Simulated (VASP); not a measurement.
The system is Se.

```xyz
3
Lattice="4.0647 0.0000 0.0000 -2.0323 3.5201 0.0000 0.0000 0.0000 5.1337" Properties=species:S:1:pos:R:3 pbc="T T T"
Se    1.0070    0.0000    1.7112
Se   -0.5035    0.8721    3.4225
Se    1.5288    2.6480    0.0000
```

Program: VASP 6.6.1. Alike in all runs: task band structure; potentials or basis VASP PAW PBE potentials, release 64 (Se); no spin polarisation; cell as given; k mesh 9 × 9 × 6; cutoff (eV) 520; smearing gaussian 0.03 eV.

Problem. Order these runs on this cell by their band gap on the k mesh, lowest first.
A. level PBE+D3(BJ)
B. level r2SCAN
C. level TB-mBJ

Solution. A (0.51 eV), B (0.74 eV), C (0.90 eV).

A k mesh can miss the band edges.
